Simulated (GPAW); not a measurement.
# MnO (Fm-3m) in GPAW: reference runs

How does MnO come out in PBE? The cell is run as given and disturbed.

All numbers are computed with GPAW 26.7.0; they aren't measurements. Logs are shortened: lines on timing, memory, paths and dates and some standing lists are left out, and cuts for length are marked. The log counts tension as positive stress, the text compression.

### 1 The crystal as given

It takes space group Fm-3m (No. 225, cubic). The conventional cell has a = 4.448 Å, b = 4.448 Å, c = 4.448 Å, α = 90.00°, β = 90.00°, γ = 90.00°. Around Mn (site symmetry m-3m) lie 6 O at 2.22 Å. Around O (site symmetry m-3m) lie 6 Mn at 2.22 Å.

The cell is a database's computed one.

### 2 Single point, PBE, collinear spin, ferromagnetic start (atoms moved at random, drawn with an rms of 0.05 Å)

Contents of run.py:

```python
from ase.dft.bandgap import bandgap
from ase.io import read, write
from ase.units import GPa
from gpaw import GPAW, PW

atoms = read('MnO.xyz')
atoms.set_initial_magnetic_moments([4.0, 0.0])

calc = GPAW(mode=PW(800),
            xc='PBE',
            kpts={'size': (10, 10, 10), 'gamma': True},
            occupations={'name': 'fermi-dirac', 'width': 0.05},
            nbands=21,
            convergence={'density': 1e-05, 'energy': 1e-05},
            maxiter=150,
            txt='gpaw.txt')
atoms.calc = calc
energy = atoms.get_potential_energy()
forces = atoms.get_forces()
stress = atoms.get_stress()
calc.write('gs.gpw')
write('result.traj', atoms)
print(f'Energy: {energy:.6f} eV')
print('Forces (eV/A):')
print(forces.round(4))
print('Stress (GPa):', (stress / GPa).round(3))
print('Moments:', calc.get_magnetic_moments().round(3))
print('Fermi level:', round(calc.get_fermi_level(), 4), 'eV')
print(f'Gap: {bandgap(calc)[0]:.4f} eV, direct: {bandgap(calc, direct=True)[0]:.4f} eV')
```

Contents of MnO.xyz:

```xyz
2
Lattice="0.0000000000 2.2239077028 2.2239077028 2.2239077028 0.0000000000 2.2239077028 2.2239077028 2.2239077028 0.0000000000" Properties=species:S:1:pos:R:3 pbc="T T T"
Mn     0.0213850965      0.0099764500     -0.0448606662
O      2.2305616346      2.2150231915      2.2615295494
```

Potentials or basis: GPAW PAW data sets (gpaw-data 1.2.1), pw.

On the command line:

```console
OMP_NUM_THREADS=1 python run.py
```

gpaw.txt:

```text
__  _  _
 | _ |_)|_||  |
 |__||  | ||/\| - 26.7.0

Input parameters:
  mode=PW(ecut=800.0),
  convergence={'density': 1e-05, 'energy': 1e-05},
  kpts=MonkhorstPack(size=(10, 10, 10), gamma=True),
  maxiter=150,
  nbands=21,
  occupations=Occupations(name='fermi-dirac', width=0.05),
  xc=XC(name='PBE')

Diagonalizing LCAO Hamiltonian
Converting LCAO to pw mode

              O

       Mn

Atoms  # Å, Bohr magnetons
|   | symbol |        x |        y |         z |    initial magnetic moments |
|---|--------|----------|----------|-----------|-----------------------------|
| 0 |     Mn | 0.021385 | 0.009976 | -0.044861 | ( 0.0000,  0.0000,  4.0000) |
| 1 |      O | 2.230562 | 2.215023 |  2.261530 | ( 0.0000,  0.0000,  0.0000) |

Unit cell  # Å
| periodic |        x |        y |        z |  lengths |    angles |
|----------|----------|----------|----------|----------|-----------|
|      yes | 0.000000 | 2.223908 | 2.223908 | 3.145080 | 60.000000 |
|      yes | 2.223908 | 0.000000 | 2.223908 | 3.145080 | 60.000000 |
|      yes | 2.223908 | 2.223908 | 0.000000 | 3.145080 | 60.000000 |

Number of symmetries: 1
Symmetry operations  # r_c * U_cc + t_c -> r_c
|   | kind |            matrix            |
|---|------|------------------------------|
| 0 |  E   |  1, 0, 0,  0, 1, 0,  0, 0, 1 |

BZ-sampling:
  Number of BZ points: 1000
  Number of IBZ points: 504

  Monkhorst-Pack size: [10, 10, 10]
  Monkhorst-Pack shift: [0.05, 0.05, 0.05]

K-points  # in reciprocal-cell coordinates
|     |                                coordinates |     weight |
|-----|--------------------------------------------|------------|
|   0 | (  0.00000000,   0.00000000,   0.00000000) | 0.00100000 |
|   1 | (  0.00000000,   0.00000000,   0.10000000) | 0.00200000 |
|   2 | (  0.00000000,   0.00000000,   0.20000000) | 0.00200000 |
|   3 | (  0.00000000,   0.00000000,   0.30000000) | 0.00200000 |
|   4 | (  0.00000000,   0.00000000,   0.40000000) | 0.00200000 |
|   5 | (  0.00000000,   0.00000000,   0.50000000) | 0.00100000 |
|   6 | (  0.00000000,   0.10000000,  -0.40000000) | 0.00200000 |
|   7 | (  0.00000000,   0.10000000,  -0.30000000) | 0.00200000 |
|   8 | (  0.00000000,   0.10000000,  -0.20000000) | 0.00200000 |
|   9 | (  0.00000000,   0.10000000,  -0.10000000) | 0.00200000 |
| ... |                                            |            |
| 503 | (  0.50000000,   0.50000000,   0.50000000) | 0.00100000 |

Plane wave coefficients: 1158
Cutoff: 800.0 eV

Spin-components: 2 (collinear spins)
Bands:           21
Projectors:      11
Spin-degeneracy: 1
Datatype:        complex128

Density:
  Valence electrons: 21.0
  Components: 2
  Grid points: [21 21 21]
  Charge: 0.0  # |e|

Potential:
  Grid points: [21 21 21]

species:
  Mn:
    name:    Manganese
    Z:       25.0
    valence: 15
    core:    10
    charge:  0.0  # [|e|]
    compensation charges:
      type: gauss
      rc: 0.38  # [Å]
      lmax: 2
    cutoffs:
      filter: 2.14  # [Å]
      core: 0.86  # [Å]
    projectors
    | kind |    occ | energy [eV] | rcut [Å] |
    |------|--------|-------------|----------|
    |   3s |  2.000 |     -85.859 |    1.275 |
    |   4s |  2.000 |      -5.106 |    1.275 |
    |   3p |  6.000 |     -54.597 |    1.281 |
    |   4p |  0.000 |      -1.371 |    1.281 |
    |   3d |  5.000 |      -6.771 |    1.138 |
    |    d |        |      20.441 |    1.138 |

    Using partial waves for Mn as LCAO basis

  O:
    name:    Oxygen
    Z:       8.0
    valence: 6
    core:    2
    charge:  0.0  # [|e|]
    compensation charges:
      type: gauss
      rc: 0.21  # [Å]
      lmax: 2
    cutoffs:
      filter: 1.17  # [Å]
      core: 0.83  # [Å]
    projectors
    | kind |    occ | energy [eV] | rcut [Å] |
    |------|--------|-------------|----------|
    |   2s |  2.000 |     -23.961 |    0.688 |
    |   2p |  4.000 |      -9.029 |    0.598 |
    |    s |        |       3.251 |    0.688 |
    |    p |        |      18.182 |    0.598 |
    |    d |        |       0.000 |    0.619 |

    Using partial waves for O as LCAO basis

Reference energy: -33554.940374  # eV

eigensolver:
  PPCG
  Converge bands: occupied
  niter=2

density mixing:
  MSR1-Mixer
  Pratt-step length: 0.05
  Maximum mixing coefficient: 0.75
  Old densities: 10
  SVD Regularization: 0.005
  Good broyden scale: 1.0
  Trust region scale: 1.0
  Backstep threshold: 4.0
  History deletion threshold: 6.0
  Fourier metric: weight=20.0, sigma=0.015

occupation numbers:
  Fermi-Dirac:
    width: 0.0500  # eV

poisson solver:
  ecut: 6400.0  # eV

xc functional:
  name: PBE with 2 nearest neighbor stencil

convergence criteria:
- Maximum integral of absolute [dens]ity change: 1e-05 electrons / valence electron
- Maximum [total energy] change in last 3 cyles: 1e-05 eV / valence electron
- Maximum integral of absolute [eigenst]ate change: 4e-08 eV^2 / valence electron
maximum number of iterations: 150

SCF iterations
|iter     | |      energy | eigst |  dens |  magmom |
|---------|-|-------------|-------|-------|---------|
|iter:   1| |  -17.836023 | +0.15 |       |  +4.0033|
|iter:   2| |  -17.592531 | -2.02 | -0.92 |  +4.0428|
|iter:   3| |  -17.112380 | -2.03 | -0.96 |  +4.3975|
|iter:   4| |  -17.139886 | -3.46 | -1.51 |  +4.5269|
|iter:   5| |  -17.153870 | -2.97 | -1.77 |  +4.6874|
|iter:   6| |  -17.155486 | -4.50 | -2.32 |  +4.7456|
|iter:   7| |  -17.155682 | -4.84 | -2.61 |  +4.7764|
|iter:   8| |  -17.155721 | -6.25 | -3.47 |  +4.7812|
|iter:   9| |  -17.155718c| -7.51c| -3.95 |  +4.7806|
|iter:  10| |  -17.155719c| -7.98c| -4.74 |  +4.7808|
|iter:  11| |  -17.155719c| -8.42c| -5.13c|  +4.7808|

Converged in 11 steps
Energy contributions relative to reference atoms: (reference = -33554.940374)

Energy contributions:
  Kinetic:          23.444781
  Coulomb:         -20.244346
  Zero:              0.315484
  External:          0.000000
  Xc:              -20.667551
  Entropy:          -0.008174
  Spinorbit:         0.000000
  ----------------------------
  Free energy:     -17.159806
  Extrapolated:    -17.155719

dipole moment: (0.127668, 0.060626, 9.460048)  # |e|*Ang

Total magnetic moment: (0.000000, 0.000000, 4.780757)

Local magnetic moments
|        x |        y |        z |
|----------|----------|----------|
| 0.000000 | 0.000000 | 4.241435 |  # Mn   0
| 0.000000 | 0.000000 | 0.172010 |  # O    1

Fermi level: 8.240
Eigenvalues  # (at kpt = [0.000, 0.000, 0.000])
| band index |      eig [eV] | occ [0-1] |      eig [eV] | occ [0-1] |
|------------|---------------|-----------|---------------|-----------|
|          0 |       -73.317 |     1.000 |       -68.534 |     1.000 |
|        ... |               |           |               |           |
|          3 |       -42.104 |     1.000 |       -37.422 |     1.000 |
|          4 |       -12.112 |     1.000 |       -11.662 |     1.000 |
|          5 |         4.172 |     1.000 |         4.691 |     1.000 |
|          6 |         4.223 |     1.000 |         4.725 |     1.000 |
|          7 |         4.224 |     1.000 |         4.728 |     1.000 |
|          8 |         5.000 |     1.000 |         8.944 |     0.000 |
[... 8 lines left out ...]
|         17 |        24.430 |     0.000 |        25.986 |     0.000 |
|         18 |        27.724 |     0.000 |        30.152 |     0.000 |
|        ... |               |           |               |           |
|         20 |        27.753 |     0.000 |        30.193 |     0.000 |

No gap
No difference between direct/indirect transitions

Forces  # eV/Ang
|        x |        y |        z |
|----------|----------|----------|
| -0.05286 | -0.06782 |  0.32691 |  # Mn   0
|  0.05287 |  0.06781 | -0.32692 |  # O    1

Stress tensor  # eV/Ang^3
|         x |         y |         z |
|-----------|-----------|-----------|
| -0.010704 |  0.000091 | -0.000433 |
|  0.000091 | -0.010863 | -0.000554 |
| -0.000433 | -0.000554 | -0.018976 |

# Writing to gs.gpw (mode='')
```

stdout:

```text
Energy: -17.155719 eV
Forces (eV/A):
[[-0.0529 -0.0678  0.3269]
 [ 0.0529  0.0678 -0.3269]]
Stress (GPa): [-1.715 -1.74  -3.04  -0.089 -0.069  0.015]
Moments: [4.241 0.172]
Fermi level: 8.2395 eV
Gap: 0.0000 eV, direct: 0.0000 eV
```

Wall time 9.8 min (1 thread of Arm Neoverse V1, shared host); peak memory 0.68 GiB.

What came out:

```
Free energy            : -17.1598 eV
Pressure               : 2.2 GPa
Largest force          : 0.338 eV/Å
Band gap on the k mesh : none (metal or under the smearing width)
Net moment             : 4.78 μB per cell
Site moments           : Mn +4.24; O +0.17 μB
```

Forces on the atoms (eV/Å):
```
Mn  -0.053 -0.068  0.327
O    0.053  0.068 -0.327
```

Caveat: a cell with one magnetic atom can't hold antiferromagnetic order, which such compounds often take; semilocal functionals often make such compounds metallic where correlation or magnetic order opens a gap, which also shifts bond lengths.

### 3 Single point, PBE, collinear spin, ferromagnetic start

Edit run.py of step 2 so:

```diff
@@ -1,7 +1,15 @@
+from ase import Atoms
 from ase.dft.bandgap import bandgap
-from ase.io import read, write
-from ase.units import GPa
+from ase.io import write
+from ase.units import Bohr, GPa
 from gpaw import GPAW, PW
+from gpaw.elf import elf_from_dft_calculation
 
-atoms = read('MnO.xyz')
+atoms = Atoms(['Mn', 'O'],
+              cell=[[0.0, 2.2239077028, 2.2239077028],
+                    [2.2239077028, 0.0, 2.2239077028],
+                    [2.2239077028, 2.2239077028, 0.0]],
+              scaled_positions=[[0.0, 0.0, 0.0],
+                                [0.5, 0.5, 0.5]],
+              pbc=True)
 atoms.set_initial_magnetic_moments([4.0, 0.0])
@@ -29 +37,7 @@
 print(f'Gap: {bandgap(calc)[0]:.4f} eV, direct: {bandgap(calc, direct=True)[0]:.4f} eV')
+
+# fields on the real-space grid
+write('density.cube', atoms, data=calc.get_pseudo_density() * Bohr**3)
+write('potential.cube', atoms, data=calc.get_electrostatic_potential())
+write('spin.cube', atoms, data=(calc.get_pseudo_density(spin=0) - calc.get_pseudo_density(spin=1)) * Bohr**3)
+write('elf.cube', atoms, data=elf_from_dft_calculation(calc).data)
```

Potentials or basis: GPAW PAW data sets (gpaw-data 1.2.1), pw.

On the command line:

```console
OMP_NUM_THREADS=1 python run.py
```

gpaw.txt:

```text
__  _  _
 | _ |_)|_||  |
 |__||  | ||/\| - 26.7.0

Input parameters:
  mode=PW(ecut=800.0),
  convergence={'density': 1e-05, 'energy': 1e-05},
  kpts=MonkhorstPack(size=(10, 10, 10), gamma=True),
  maxiter=150,
  nbands=21,
  occupations=Occupations(name='fermi-dirac', width=0.05),
  xc=XC(name='PBE')

Diagonalizing LCAO Hamiltonian
Converting LCAO to pw mode

              O

       Mn

Atoms  # Å, Bohr magnetons
|   | symbol |        x |        y |        z |    initial magnetic moments |
|---|--------|----------|----------|----------|-----------------------------|
| 0 |     Mn | 0.000000 | 0.000000 | 0.000000 | ( 0.0000,  0.0000,  4.0000) |
| 1 |      O | 2.223908 | 2.223908 | 2.223908 | ( 0.0000,  0.0000,  0.0000) |

Unit cell  # Å
| periodic |        x |        y |        z |  lengths |    angles |
[... 213 lines left out ...]

dipole moment: (-9.731585, -9.731585, -9.731585)  # |e|*Ang

Total magnetic moment: (0.000000, 0.000000, 4.772226)

Local magnetic moments
|        x |        y |        z |
|----------|----------|----------|
| 0.000000 | 0.000000 | 4.238128 |  # Mn   0
| 0.000000 | 0.000000 | 0.170496 |  # O    1

Fermi level: 8.242
Eigenvalues  # (at kpt = [0.000, 0.000, 0.000])
| band index |      eig [eV] | occ [0-1] |      eig [eV] | occ [0-1] |
|------------|---------------|-----------|---------------|-----------|
|          0 |       -73.319 |     1.000 |       -68.539 |     1.000 |
|        ... |               |           |               |           |
|          3 |       -42.107 |     1.000 |       -37.428 |     1.000 |
|          4 |       -12.106 |     1.000 |       -11.661 |     1.000 |
|          5 |         4.369 |     1.000 |         4.752 |     1.000 |
|          6 |         4.369 |     1.000 |         4.752 |     1.000 |
|          7 |         4.369 |     1.000 |         4.752 |     1.000 |
|          8 |         4.997 |     1.000 |         8.944 |     0.000 |
[... 8 lines left out ...]
|         17 |        24.413 |     0.000 |        25.958 |     0.000 |
|         18 |        27.715 |     0.000 |        30.143 |     0.000 |
|        ... |               |           |               |           |
|         20 |        27.715 |     0.000 |        30.143 |     0.000 |

No gap
No difference between direct/indirect transitions

Forces  # eV/Ang
|        x |       y |        z |
|----------|---------|----------|
| -0.00000 | 0.00000 | -0.00000 |  # Mn   0
| -0.00000 | 0.00000 |  0.00000 |  # O    1

Stress tensor  # eV/Ang^3
|         x |         y |         z |
|-----------|-----------|-----------|
| -0.008903 | -0.000000 | -0.000000 |
| -0.000000 | -0.008903 |  0.000000 |
| -0.000000 |  0.000000 | -0.008903 |

# Writing to gs.gpw (mode='')
```

stdout:

```text
Energy: -17.169795 eV
Forces (eV/A):
[[-0.  0. -0.]
 [-0.  0.  0.]]
Stress (GPa): [-1.426 -1.426 -1.426  0.    -0.    -0.   ]
Moments: [4.238 0.17 ]
Fermi level: 8.2419 eV
Gap: 0.0000 eV, direct: 0.0000 eV
```

Wall time 61 s (1 thread of Arm Neoverse V1, shared host); peak memory 0.19 GiB.

What came out:

* Free energy: -17.1741 eV
* Pressure: 1.4 GPa
* Band gap on the k mesh: none (metal or under the smearing width)
* Net moment: 4.77 μB per cell
* Site moments: Mn +4.24; O +0.17 μB

Caveat: a cell with one magnetic atom can't hold antiferromagnetic order, which such compounds often take; semilocal functionals often make such compounds metallic where correlation or magnetic order opens a gap, which also shifts bond lengths.
